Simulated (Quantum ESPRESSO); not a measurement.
Ag and the effect of the dispersion correction

The cell as given:

The structure is hexagonal, space group P6_3/mmc (No. 194). The conventional cell has a = 2.930 Å, b = 2.930 Å, c = 4.790 Å, α = 90.00°, β = 90.00°, γ = 120.00°. Ag (site symmetry -6m2) is surrounded by 12 Ag at 2.93 Å.

This isn't the form of Ag at room conditions, which is fcc.

Kept alike: task relaxation of cell and atoms; functional PBEsol; k mesh 10 × 10 × 6; occupations fermi-dirac, width 0.05 eV; no spin polarisation. Program: Quantum ESPRESSO, GBRV 1.5 PBEsol, cutoff 762 eV. The mesh is that of the run's cell of 2 atoms. No spin-orbit coupling.

```csv
dispersion correction,volume (Å³/atom),first edge of the run's cell (Å),third edge of the run's cell (Å)
D3(zero),16.260,2.846,4.635
D3(BJ),16.133,2.838,4.626
D4,16.296,2.849,4.636
none,16.679,2.870,4.675
rVV10,-,2.833,4.612
```

The relaxations keep at least the cell's symmetry (P6_3/mmc). For a metal such a mesh leaves the last digits unconverged. Relaxations stop with a little pressure left, so the last digits of a volume or edge aren't settled. A dash stands where a model potential gives no energy or stress, or where a value looked faulty or was in doubt.

Problem. What does the dispersion correction change here?

Solution. The volume runs from 16.133 (D3(BJ)) to 16.679 Å³/atom (none). Against no correction: D3(zero) -2.5 %; D3(BJ) -3.3 %; D4 -2.3 %. Dispersion terms mostly attract and so lower the volume; the schemes' coefficients and damping set how far. The first edge of the run's cell runs from 2.833 (rVV10) to 2.870 Å (none). The third edge of the run's cell runs from 4.612 (rVV10) to 4.675 Å (none).

Every dispersion correction shortens both edges, and by similar fractions, so the axial ratio stays close to the ideal value for hard-sphere packing. This fits a close-packed metal: there is no weakly bound gap between layers for dispersion to close, and the added attraction acts almost evenly in all directions. Cohesion comes mainly from the delocalised s and p electrons, with some d hybridisation, while the filled, polarisable 4d shells supply most of the dispersion attraction. In the metal, conduction electrons screen that attraction, which schemes built on atomic coefficients probably capture only in part.

PBEsol without a correction already tends to make silver slightly too dense in its fcc form. As the hexagonal packing has nearly the same volume per atom, the further contraction probably worsens the density rather than mending it. The smaller volumes are therefore no evidence that dispersion is needed here. Nor do they show whether the corrections shift the balance between hexagonal and cubic stacking, which would need energies for both.
